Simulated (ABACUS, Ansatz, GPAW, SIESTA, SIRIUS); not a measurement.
## Cost and result for the bulk modulus of BP

**What was measured.** The bulk modulus of BP (F-43m) is reported as 174 GPa at 300 K (arxiv:1901.06272). The runs below try to reproduce it.

The structure is cubic, space group F-43m (No. 216). Conventional cell: a = 4.538 Å, b = 4.538 Å, c = 4.538 Å, α = 90.00°, β = 90.00°, γ = 90.00°. Around P (site symmetry -43m) lie 4 B at 1.97 Å. B (site symmetry -43m) has 4 P at 1.97 Å as nearest neighbours.

```csv
rung,level,program and potentials,cutoff (eV),k mesh,smearing,core time,chip,bulk modulus (GPa),miss,notes
GGA,PBEsol,"Ansatz, Ansatz PAW",420,10 × 10 × 10,fermi-dirac 0.05,7.1 s,Intel Xeon,169.4,-2.6 %,"potentials made for PBE, which Ansatz adapts in part"
GGA,PBE,"Ansatz, Ansatz PAW, small cores where the set has them",420,10 × 10 × 10,fermi-dirac 0.05,7.5 s,Arm Neoverse V2,161.9,-7.0 %,-
GGA + dispersion,BLYP+D3(BJ),"Ansatz, Ansatz PAW",420,10 × 10 × 10,fermi-dirac 0.05,11 s,Arm Neoverse V1,166.8,-4.1 %,"potentials made for PBE, which Ansatz adapts in part"
meta-GGA,m-r2SCAN,"Ansatz, Ansatz PAW",500,10 × 10 × 10,fermi-dirac 0.05,16 s,Arm Neoverse V2,169.4,-2.6 %,"potentials made for PBE, which Ansatz adapts in part"
GGA,PBEsol,"ABACUS, PseudoDojo NC SR 0.4.1 PBEsol standard, plane waves",1034,10 × 10 × 10,fermi-dirac 0.05,49 s,AMD EPYC 9R45 Zen 5,168.8,-3.0 %,-
GGA + dispersion,revPBE+D3(BJ),"GPAW, the program's PAW data sets (release 1.2.1) made for this functional",800,10 × 10 × 10,fermi-dirac 0.05,70 s,Intel Xeon Platinum 8375C Ice Lake,175.0,+0.6 %,-
non-local van der Waals functional,C09-vdW,"GPAW, GPAW PAW data sets (gpaw-data 1.2.1)",800,10 × 10 × 10,fermi-dirac 0.05,77 s,Intel Xeon Platinum 8488C Sapphire Rapids,167.2,-3.9 %,potentials made for PBE
GGA,WC,"GPAW, PAW data sets generated for this functional",800,10 × 10 × 10,fermi-dirac 0.05,78 s,Intel Xeon Platinum 8488C Sapphire Rapids,169.5,-2.6 %,-
GGA,PBEsol,"GPAW, PAW data sets generated for this functional",800,10 × 10 × 10,fermi-dirac 0.05,96 s,Arm Neoverse V1,169.7,-2.5 %,-
non-local van der Waals functional,optPBE-vdW,"GPAW, GPAW PAW data sets (gpaw-data 1.2.1)",800,10 × 10 × 10,fermi-dirac 0.05,1.7 min,Arm Neoverse V1,156.5,-10.1 %,potentials made for PBE
GGA,PBE,"SIRIUS, PseudoDojo 0.4.1 PBE standard (scalar relativistic)",1054,10 × 10 × 10,fermi-dirac 0.05,3 min,Arm Neoverse V1,161.2,-7.4 %,-
LDA,LDA,"SIESTA, files PseudoDojo sr-lda-0.4.1-standard, DZP (energy shift 0.003 Ry)",-,10 × 10 × 10,fermi-dirac 0.05,3.5 min,Arm Neoverse V2,169.0,-2.9 %,atomic basis
```

Times are single runs on shared hosts and different chips, so they are rough; meshes, cutoffs and the tasks' sizes weigh on the time. Task: equation of state. All rows: no spin polarisation. m-r2SCAN is the variant of Desmarais and co-workers (2025). Smearing widths are in eV. The cell comes from a database and isn't always the measured one. Meshes are those of the run's cell of 2 atoms unless a note names another. Misses use the values as printed. Runs on faulty files, with rough fits or with known faults for this quantity aren't shown. No row holds spin-orbit coupling.

By rung: GGA 161.2 to 169.7; GGA + dispersion 166.8 to 175.0; non-local van der Waals functional 156.5 to 167.2; meta-GGA 169.4; LDA in atomic bases 169.0 (GPa). Measured: 174 GPa at 300 K (arxiv:1901.06272). Closest, coarse meshes and atomic bases left aside, is revPBE+D3(BJ) (+0.6 %), and PBE misses by -7.4 % to -7.0 % on plain settings. The runs are for a static lattice, while measurements hold temperature and zero-point motion.
